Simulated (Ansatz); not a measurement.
# TaN: the cost of one run

Program: Ansatz 0.2.0. Level of theory: DFT r²SCAN+U (U_eff = 4 eV on Ta d), plane waves, PAW, no spin–orbit coupling unless a run says so. These are calculated values, not measurements.

## (1) The system as given

Symmetry: P6_3/mmc, No. 194, hexagonal system. Conventional cell: a = 3.048 Å, b = 3.048 Å, c = 4.918 Å, α = 90.00°, β = 90.00°, γ = 120.00°. Ta (site symmetry -3m) has 6 N at 2.15 Å and 2 Ta at 2.46 Å as nearest neighbours. N (site symmetry -6m2) is surrounded by 6 Ta at 2.15 Å.

As a file:

```xyz
4
Lattice="3.0480 0.0000 0.0000 -1.5240 2.6396 0.0000 0.0000 0.0000 4.9180" Properties=species:S:1:pos:R:3 pbc="T T T"
Ta    0.0000    0.0000    0.0000
Ta    0.0000    0.0000    2.4590
N     0.0000    1.7598    1.2295
N     1.5240    0.8799    3.6885
```

Magnetic order typed: opposed in the cell.

## (2) From atoms, symmetry kept, no search

Input file input.yaml:

```yaml
crystal:
  lattice:
    - [3.04800184, 0.0, 0.0]
    - [-1.52400092, 2.63964703, 0.0]
    - [0.0, 0.0, 4.91799978]
  atoms:
    - { symbol: Ta, position: [0.0, 0.0, 0.0], spin: 2.0 }
    - { symbol: Ta, position: [0.0, 0.0, 0.5], spin: -2.0 }
    - { symbol: "N", position: [0.3333333333, 0.6666666667, 0.25] }
    - { symbol: "N", position: [0.6666666667, 0.3333333333, 0.75] }
basis:
  ecutwfc: 500
  ecutrho_ratio: 4
kpoints:
  mp_grid: { grid: [7, 7, 4] }
hamiltonian:
  xc: r2scan
  hubbard:
    sites: [{ site: 0, l: d, u_eff: 4.0 }, { site: 1, l: d, u_eff: 4.0 }]
scf:
  occupations: { method: gaussian, width: 0.05 }
  lower_state_search: "off"
  max_iter: 150
output:
  forces: true
  stress: true
  eigenvalues: true
  populations: true
  hubbard: { sites: [{ site: 0, l: d }, { site: 1, l: d }] }
magnetization:
  spin_polarized: true
```

Started as:

```sh
$ ansatz run input.yaml --threads 4 --pin off --max-ram 6144MiB --backend cpu --events-out ev --progress --plain --runs-dir out
```

**Question.** How long does this run take on 4 threads of Arm Neoverse V1, shared host, and how much memory does it need?

About 22 s, with a peak of 0.55 GiB.
